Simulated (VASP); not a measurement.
Wanted: the native input for a VASP 6.6.1 run.

- Task: band structure
- Functional: PBE
- Potentials or basis: VASP PAW PBE potentials, release 64 (Ga_d, As)
- Cutoff: 600 eV
- k mesh: 10 × 10 × 10
- Occupations: gaussian, width 0.02 eV
- Spin: no spin polarisation
- Further INCAR settings: ALGO = Normal; EDIFF = 1e-06

The system is GaAs.

```xyz
2
Lattice="0.0000 2.8345 2.8345 2.8345 0.0000 2.8345 2.8345 2.8345 0.0000" Properties=species:S:1:pos:R:3 pbc="T T T"
Ga    2.8345    2.8345    0.0000
As    4.2517    4.2517    4.2517
```

The cell is a database's computed one.

These files were run (other wordings do the same):

POSCAR

```
GaAs                                    
1.0
    0.0000000000      2.8344651458      2.8344651458
    2.8344651458      0.0000000000      2.8344651458
    2.8344651458      2.8344651458      0.0000000000
  Ga              As            
     1     1
Direct
     0.0000000000000000    0.0000000000000000    1.0000000000000000
     0.7500000000000000    0.7500000000000000    0.7500000000000000
```

INCAR.step1

```
SYSTEM = GaAs
PREC     = Accurate       ! precision mode
ENCUT    = 600            ! plane-wave cutoff, eV
EDIFF    = 1E-6           ! SCF threshold, eV
ISMEAR   = 0              ! smearing method
SIGMA    = 0.02           ! smearing width, eV
LREAL    = .FALSE.        ! projectors in reciprocal space
LASPH    = .TRUE.         ! aspherical terms in the spheres
NELM     = 120            ! most SCF steps
ALGO     = Normal         ! electronic algorithm
ISIF     = 2              ! what is computed and relaxed
LWAVE    = .FALSE.        ! write WAVECAR
LCHARG   = .TRUE.         ! write CHGCAR
GGA      = PE             ! functional
KPAR     = 2
```

KPOINTS.step1

```
regular mesh
0
G
  10 10 10
  0 0 0
```

INCAR.step2

```
SYSTEM = GaAs
PREC     = Accurate       ! precision mode
ENCUT    = 600            ! plane-wave cutoff, eV
EDIFF    = 1E-6           ! SCF threshold, eV
ISMEAR   = 0              ! smearing method
SIGMA    = 0.05           ! smearing width, eV
LREAL    = .FALSE.        ! projectors in reciprocal space
LASPH    = .TRUE.         ! aspherical terms in the spheres
NELM     = 120            ! most SCF steps
ALGO     = Normal         ! electronic algorithm
ISIF     = 2              ! what is computed and relaxed
LWAVE    = .FALSE.        ! write WAVECAR
LCHARG   = .FALSE.        ! write CHGCAR
GGA      = PE             ! functional
KPAR     = 2            
ICHARG   = 11             ! starting density
```

KPOINTS.step2

```
path GXWKGLUWLK,UX
20
line-mode
reciprocal
 0.0000000000  0.0000000000  0.0000000000  G
 0.5000000000  0.0000000000  0.5000000000  X

 0.5000000000  0.0000000000  0.5000000000  X
 0.5000000000  0.2500000000  0.7500000000  W

 0.5000000000  0.2500000000  0.7500000000  W
 0.3750000000  0.3750000000  0.7500000000  K

 0.3750000000  0.3750000000  0.7500000000  K
 0.0000000000  0.0000000000  0.0000000000  G

 0.0000000000  0.0000000000  0.0000000000  G
 0.5000000000  0.5000000000  0.5000000000  L

 0.5000000000  0.5000000000  0.5000000000  L
 0.6250000000  0.2500000000  0.6250000000  U

 0.6250000000  0.2500000000  0.6250000000  U
 0.5000000000  0.2500000000  0.7500000000  W

 0.5000000000  0.2500000000  0.7500000000  W
 0.5000000000  0.5000000000  0.5000000000  L

 0.5000000000  0.5000000000  0.5000000000  L
 0.3750000000  0.3750000000  0.7500000000  K

 0.6250000000  0.2500000000  0.6250000000  U
 0.5000000000  0.0000000000  0.5000000000  X
```

Potentials or basis: VASP PAW PBE potentials, release 64 (Ga_d, As).

Run with:

```sh
$ cat potpaw_PBE.64/Ga_d/POTCAR potpaw_PBE.64/As/POTCAR > POTCAR
$ cp INCAR.step1 INCAR
$ cp KPOINTS.step1 KPOINTS
$ mpirun -np 2 vasp_std > vasp.out
$ cp INCAR.step2 INCAR
$ cp KPOINTS.step2 KPOINTS
$ mpirun -np 2 vasp_std > vasp.out
```

It gave:

The band gap on the k mesh is 0.46 eV, direct. The band gap along the path is 0.46 eV, direct.

Caveat: the log is that of the step along the path at fixed density, whose energy, stress, charges and moments have no meaning.

Run time: 48 s on 2 MPI ranks on Intel(R) Xeon(R) Platinum 8488C (Sapphire Rapids), on a shared host, peak memory 0.28 GiB a rank.
